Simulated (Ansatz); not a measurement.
In:

```
In
1.0
    -1.88253    1.88253    1.88253
     1.88253   -1.88253    1.88253
     1.88253    1.88253   -1.88253
In
1
Direct
  0.00000 0.00000 0.00000
```

This isn't the form of In at room conditions, which is tetragonal.

Base run:

```yaml
Program: Ansatz 0.2.0
Functional: PBE
Potentials_or_basis: all-electron LAPW, scalar-relativistic
Cutoff: 178 eV (chosen from the basis error)
Basis_error_allowed: 0.001 eV/atom
k_mesh: 10 × 10 × 10
Occupations: gaussian, width 0.1 eV
Spin: no spin polarisation
```

Its results: band gap on the k mesh none (metal or under the smearing width); pressure 1.5 GPa.

Q: The run is repeated on the same cell with these changes: functional from PBE to RPBE. What comes out?

A: Band gap on the k mesh none (metal or under the smearing width); pressure 3.1 GPa.

RPBE binds less tightly than PBE, so the same cell stands under more pressure.
